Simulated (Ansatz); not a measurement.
One structure, 3 elements: BN, AlN, GaN

Plane-wave DFT in Ansatz with scalar-relativistic PAW potentials, cutoff 500 eV, Γ-centred meshes chosen by cell and gap, Gaussian smearing with energies taken to zero width. Every cell was relaxed (cell and atoms) in a run of its own, within the symmetry of its start. Functional: r2SCAN.

All members share space group F-43m and the same sites; only the element on one set of sites changes (B, Al, Ga). Members needn't be the stable form of their composition. Energies over the elements, where given, are against the elements' standard states in the same functional (H₂, N₂, O₂ and halogens uncorrected, Hg as a solid). The first member:

Space group F-43m (No. 216). a = 3.610 Å, b = 3.610 Å, c = 3.610 Å, α = 90.00°, β = 90.00°, γ = 90.00°
```csv
atom,site,symmetry,x,y,z
B,4a,-43m,0.0000,0.0000,0.0000
N,4c,-43m,0.2500,0.2500,0.2500
```

| compound | V (Å³/atom) | a (Å) | gap on mesh (eV) | energy over elements (eV/atom) |
| --- | --- | --- | --- | --- |
| BN | 5.88 | 3.610 | 5.00 | -1.320 |
| GaN | 11.37 | 4.498 | 2.17 | -0.647 |

Task: Predict the member with Al.

Result: V (Å³/atom) 10.43, a (Å) 4.370, gap on mesh (eV) 3.94, energy over elements (eV/atom) -1.607. Interpolating linearly in period between B and Ga would give 8.63 Å³/atom (17.3 % too small) and a gap of 3.59 eV, with -0.983 eV/atom over the elements. Over the whole series the volume grows at each step down the group; the gap narrows; binding against the elements is strongest for Al.